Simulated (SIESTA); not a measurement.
CuI (Marshite):

```
CELL_PARAMETERS angstrom
0.00000 3.03150 3.03150
3.03150 0.00000 3.03150
3.03150 3.03150 0.00000
ATOMIC_POSITIONS crystal
I 0.00000 0.00000 0.00000
Cu 0.75000 0.75000 0.75000
```

Program: SIESTA 5.4.2. Alike in all runs: task band structure; cell as given; smearing fermi-dirac 0.05 eV; grid cutoff 800 Ry; energy shift 0.002 Ry.

Order these runs on this cell by their band gap on the k mesh, lowest first.
A. level PBE; potentials or basis PseudoDojo 0.4 standard (PBE files), DZ (energy shift 0.002 Ry); spin off; k mesh 8 × 8 × 8
B. level PBE; potentials or basis PseudoDojo 0.4 standard (PBE files, fully relativistic), TZP (energy shift 0.002 Ry); spin non-collinear, zero start, SOC; k mesh 6 × 6 × 6
C. level BLYP; potentials or basis PseudoDojo 0.4 standard (PBE files), DZP (energy shift 0.002 Ry); spin off; k mesh 8 × 8 × 8

B (1.54 eV), A (1.72 eV), C (2.12 eV).

Caveats: the basis of atomic orbitals isn't converged, which shifts pressures, moduli and gaps; spin-orbit coupling is left out, which moves the levels of the heavy elements (some runs); the basis has no polarisation orbitals (some runs).

